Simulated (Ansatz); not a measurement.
**Ionic part of the dielectric constant of KCl at -1.4 GPa, mode by mode**

All numbers below come from DFT LDA, scalar-relativistic, plane waves, PAW in Ansatz 0.2.0. Cutoff 420 eV, 6×6×6 k-points (Γ-centred), fixed occupations. No spin polarisation. Phonons by linear response, acoustic sum rule imposed.

The structure is cubic, space group F-43m (No. 216). The conventional cell has a = 7.068 Å, b = 7.068 Å, c = 7.068 Å, α = 90.00°, β = 90.00°, γ = 90.00°. K (site symmetry -43m) is surrounded by 4 Cl at 3.06 Å. Around Cl (site symmetry -43m) lie 4 K at 3.06 Å.

The cell is the ideal cubic zincblende prototype; this isn't the usual structure of the compound.

The primitive cell has V = 88.28 Å³ and ε∞,zz = 1.944. Each polar mode adds Δε = (4.92064×10⁷/V)·S/ν² along z, with S its oscillator strength in e²/amu, ν in cm⁻¹ and V in Å³.

Question: From these modes, find each Δε and ε0,zz.
```csv
ν (cm⁻¹),S_zz (e²/amu)
131.1,0.05853
```

Answer:
| ν (cm⁻¹) | Δε |
| --- | --- |
| 131.1 | 1.90 |

The sum is 1.897, so ε0,zz = 3.84; the run's tensor has 3.84.

Question: Where do the longitudinal modes lie for a wave vector along z?

Answer: At 184 cm⁻¹. The Lyddane–Sachs–Teller product Π(ν_LO/ν_TO)² = 1.98 matches ε0/ε∞ = 1.98.

Cost: 1 run of about 3.2 core-minutes, on Intel Xeon Processor @ 2.50GHz (Skylake/Cascade Lake) (shared hosts).